# Tin in the diamond structure: which setting moves the lattice constant?

A gradient-corrected functional is a refinement of the local density approximation (LDA), and D3(BJ) is a refinement of the older D2 dispersion correction. Naively, then, each step up should bring the computed lattice constant closer to the measured one. For this crystal the most refined combination ends up farthest away.

Kohn–Sham DFT for diamond-structure tin (two-atom cell) with FLEUR MaX-R8.1 and ABINIT 10.8.3, without spin polarization or spin–orbit coupling, 0.05 eV Fermi–Dirac smearing. Lattice constants come from energy–volume fits; the measured one is 6.489 Å (bulk crystal, arXiv:1909.12270). Potentials marked sp treat 4 electrons per atom explicitly, the other JTH sets 14.

```tsv
program	functional	how the value is got	potentials or basis	wave cutoff (eV)	k-mesh	computed lattice constant (Å)	computed over measured, less one (%)
FLEUR MaX-R8.1 (patched build s14)	PZ	from the rest volume of the fit	all electron	n/a	7x7x7	6.472	-0.27
FLEUR MaX-R8.1 (later development tree)	MJW	from the rest volume of the fit	all electron	n/a	7x7x7	6.477	-0.19
ABINIT 10.8.3 (1)	LDA-PZ	from the rest volume of the fit	JTH PAW LDA v2.0	408.2	7x7x7	6.479	-0.15
ABINIT 10.8.3 (2)	LDA	from the rest volume of the fit	JTH PAW LDA v2.0 sp	408.2	7x7x7	6.481	-0.12
ABINIT 10.8.3 (3)	LDA-PZ	from the rest volume of the fit	JTH PAW LDA v2.0 sp	408.2	7x7x7	6.482	-0.11
ABINIT 10.8.3 (4)	LDA	from the rest volume of the fit	JTH PAW LDA v2.0	272.1	7x7x7	6.508	0.29
ABINIT 10.8.3 (5)	PBE+D2	from the rest volume of the fit	JTH PAW PBE v2.0	408.2	7x7x7	6.511	0.35
ABINIT 10.8.3 (6)	PBE+D3(BJ)	from the rest volume of the fit	JTH PAW PBE v2.0	408.2	7x7x7	6.578	1.37
```

**The LDA group.** Leaving aside ABINIT (4), which failed for a reason explained below, the five LDA-type rows fall short of the measured value by 0.11 to 0.27 %. They lie within 0.010 Å of each other, although they include all-electron calculations and two kinds of potential. PBE+D3(BJ) lies 0.100 Å above their mean. The choice of functional and dispersion term can therefore matter up to about ten times as much here as the choice of program or potential.

**Why the functional matters.** In a perfectly uniform electron gas, PBE and LDA give the same energy, so they can differ only where the density varies. It varies most strongly in separated atoms, with their steep outer tails, and less when the atoms share electrons in a crystal. The gradient terms of PBE lower the energy of the separated atoms more, which weakens the bond and lengthens it. The general tendency in solids is that LDA makes the lattice somewhat too small and PBE somewhat too large; for heavy elements the error of PBE is often the larger one.

**What dispersion adds.** Dispersion attracts, so it pulls the lattice inward. PBE without it should accordingly give a lattice constant even larger than the 6.578 Å of PBE+D3(BJ). For atoms far apart the correction has a clear meaning, a weak attraction falling off as the sixth power of distance. At the bond length of 2.8 Å the functional already describes much of the same interaction, and a damping function cuts the correction back. In D2 it removes the term between bonded atoms almost entirely, so the inward pull comes from the second neighbours, about 4.6 Å away, and from atoms farther out. The result then depends on how the correction was designed, and D2 and D3(BJ) were designed differently: D2 gives each element a fixed strength, while D3(BJ) adapts it to the surroundings and damps it in another way.

**How far a pull moves the lattice.** The two PBE rows differ only in the dispersion term, so at equal volume their energy difference is the difference between the two corrections. Its slope between two computed volumes, 33.8 and 35.2 Å³ per atom, is an extra inward pressure of D2, $\Delta P = 1.30$ GPa. A crystal with bulk modulus $B$ answers a small pressure with a relative volume change $\Delta P/B$. In a cubic crystal one third of that appears in the lattice constant $a$:

$$\Delta a \approx \frac{a\,\Delta P}{3B} = \frac{6.511\ \text{Å}\times 1.30\ \text{GPa}}{3\times 39.9\ \text{GPa}} \approx 0.071\ \text{Å}.$$

Here $a$ is the PBE+D2 value and $B$ comes from the PBE+D3(BJ) energy curve. The computed step is 0.067 Å. The estimate is slightly high because it uses the stiffness of the PBE+D3(BJ) crystal at its own volume, and that crystal stiffens as it is squeezed toward the PBE+D2 volume. The fitted modulus of PBE+D2 itself is no larger than the one used here, because the extra pull fades as the crystal expands and so softens the curve. Since pull, stiffness and lattice constants all come from the same energy curves, the agreement does not show which correction is right. It shows how a modest pressure becomes a visible length: in a crystal twice as stiff, the same pull would move the lattice half as far.

**Is D2 then the better correction?** PBE+D2 misses the measured value by only 0.35 %, against 1.37 % for PBE+D3(BJ). The rows show how this comes about: PBE with the weaker pull of D3(BJ) is still too large, and the extra pull of D2 closes most of the gap. They do not test whether that pull has the right size as dispersion. The small error belongs to the combination and to this crystal, and is no evidence that D2 describes dispersion better.

**A good number from a bad calculation.** ABINIT (4) misses the measured value by only 0.29 %, yet it should be discarded. Its potential treats the compact 4d electrons explicitly, and these need short waves that a cutoff of 272 eV does not supply. Between two neighbouring volumes its energy drops by 21.5 meV per atom, where the same potential at 408 eV gives 3.0 meV. With so incomplete a basis, the energy jumps as the number of waves changes with the cell, and the curve fitted through these jumps has no reliable minimum.

**Its pressure gives the same warning.** Near the fitted minimum the pressure should be close to zero, but the calculation reports about −53 GPa. The stress formula keeps the number of waves fixed, so compression shortens every wave and makes the basis better suited to the 4d electrons. The energy falls for this reason alone, and the crystal appears to want to shrink. A milder disagreement remains at 408 eV: for PBE+D2 the energy curve gives a lattice constant about 0.008 Å larger than the point of zero pressure. The energy curve is the safer source.

**What the steps mean in use.** For a density good to one per cent, the sound LDA-type rows suffice, with volume errors of at most 0.8 %. PBE+D2 just misses that target, and PBE+D3(BJ) makes the volume 4.2 % too large. For bond lengths good to 0.01 Å the LDA-type rows again pass and PBE+D2 passes narrowly, while PBE+D3(BJ) is off by 0.039 Å. This recommends LDA for the geometry of this crystal only; its tendency to bind too strongly makes it a poor guide to binding energies.

**Where the ranking stops.** Strain in a thin film can be as small as a tenth of a per cent, and at that level none of these rows is a safe absolute reference. The measured value contains thermal expansion and zero-point motion, and the calculations leave out spin-orbit coupling and share one k-mesh, so their agreement cannot reveal an error of that mesh. Differences of one or two tenths of a per cent therefore cannot rank the methods. A strain study should measure its strains from the lattice constant computed with its own settings, so that much of the common error cancels.

**What it costs.** LDA and PBE cost nearly the same, and a pairwise dispersion term adds very little. The real expense lies in the electrons and waves carried along. Treating the 4d electrons explicitly multiplies the number of occupied bands by 3.5, and the work grows at least in that proportion. Going from 272 to 408 eV multiplies the number of waves by about 1.8. With the same functional and cutoff, leaving the 4d electrons in the core changes the lattice constant by only 0.003 Å, so for this purpose the cheaper potential is enough. ABINIT does warn that the PAW spheres overlap in the runs with this potential; the lattice constant shows no visible harm from it, but other properties would need their own check.

**Working rule.** First plot energy against volume and reject any curve that is not smooth, however good its lattice constant looks. Then choose the functional and the dispersion term together, because here they decide the result. Refine the potential only when the purpose needs hundredths of an ångström or better.
